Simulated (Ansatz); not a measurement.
**Re: pressure against volume**

Re, Fm-3m, a = 3.893 Å. This isn't the element's structure at ambient conditions. Ansatz: r2SCAN, PAW, 500 eV, Γ-centred 18×18×18 mesh on 1 atom, Gaussian smearing 0.10 eV; no spin polarisation. Symmetry fixes shape and atoms, so the cell is only scaled; pressure is positive in compression.

```tsv
V (Å³/atom)	P (GPa)
12.984	?
13.427	44.69
13.870	27.37
14.312	12.58
14.755	-0.01
15.198	-10.73
15.640	-19.85
16.231	-29.88
```

Task: Take V0 = 14.755 Å³/atom, count pressures from its P0 = -0.01 GPa, fit the third-order Birch–Murnaghan form to the other rows, and predict the missing pressure.

Result: With the Eulerian strain f = ½[(V0/V)^(2/3) − 1] and y = (P − P0)/[3f(1 + 2f)^(5/2)], the form is the line y = B0 + 1.5 B0 (B0′ − 4) f. Rows (f, y): 0.03245, 392.4; 0.02105, 391.1; 0.01027, 388.4; -0.00976, 384.6; -0.01904, 382.7; -0.03079, 379.1. Means f = 0.0006967, y = 386.38; Σ(Δf)² = 0.003004, ΣΔfΔy = 0.6270; the slope is their ratio. y = 386.2 + 208.7 f GPa, so B0 = 386.2 GPa and B0′ = 4 + 2 × (208.7)/(3 × 386.2) = 4.36. At V = 12.984, f = 0.04449, y = 395.49 and P = 65.31 GPa. The run gave 64.91 GPa, so the fit is 0.40 GPa too high, a small miss on the scale of the series.

Spin–orbit coupling is left out, which can shift energies with elements as heavy as these.